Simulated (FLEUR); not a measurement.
PbSe (Clausthalite):

```xyz
2
Lattice="0.0000 3.0606 3.0606 3.0606 0.0000 3.0606 3.0606 3.0606 0.0000" Properties=species:S:1:pos:R:3 pbc="T T T"
Pb    0.0000    0.0000    0.0000
Se    3.0606    3.0606    3.0606
```

- Program: FLEUR MaX-R8.1 (later development tree)
- Task: single point
- Functional: PBE
- Potentials or basis: all-electron
- Basis: FLAPW
- Kmax: 4.1 1/bohr
- k mesh: 8 × 8 × 8
- Occupations: fermi-dirac, width 0.05 eV
- Spin: no spin polarisation
- Gmax: 12.7 1/bohr
- Muffin-tin radii: Pb 2.66, Se 2.39 bohr
- lmax: Pb 11, Se 10
- Local orbitals a species: Pb 5, Se 4
- Max iterations: 60
- Mixing factor: 0.05
- Mixer: Anderson
- Mixer history: 15
- Density convergence: 1e-05 me/bohr^3

On this cell: largest force zero by symmetry; band gap on the k mesh 0.29 eV, direct.

The same run follows on a disturbed copy (atoms moved at random, drawn with an rms of 0.05 Å):

```
Pb Se
1.0
     0.00000    3.06065    3.06065
     3.06065    0.00000    3.06065
     3.06065    3.06065    0.00000
Pb Se
1 1
Direct
  0.99775 0.99684 0.99940
  0.50309 0.50000 0.49270
```

Q: What changes?

A: The energy moves by +0.1 meV/atom; largest force 0.017 eV/Å; band gap on the k mesh 0.29 eV, direct.

Forces in eV/Å, atoms in the order of the input:
```
Pb  -0.006 -0.002  0.015
Se   0.007  0.003 -0.016
```

Caveats: spin-orbit coupling is left out, which as a rule narrows the gap of such compounds by several tenths of an eV.

A k mesh can miss the band edges.
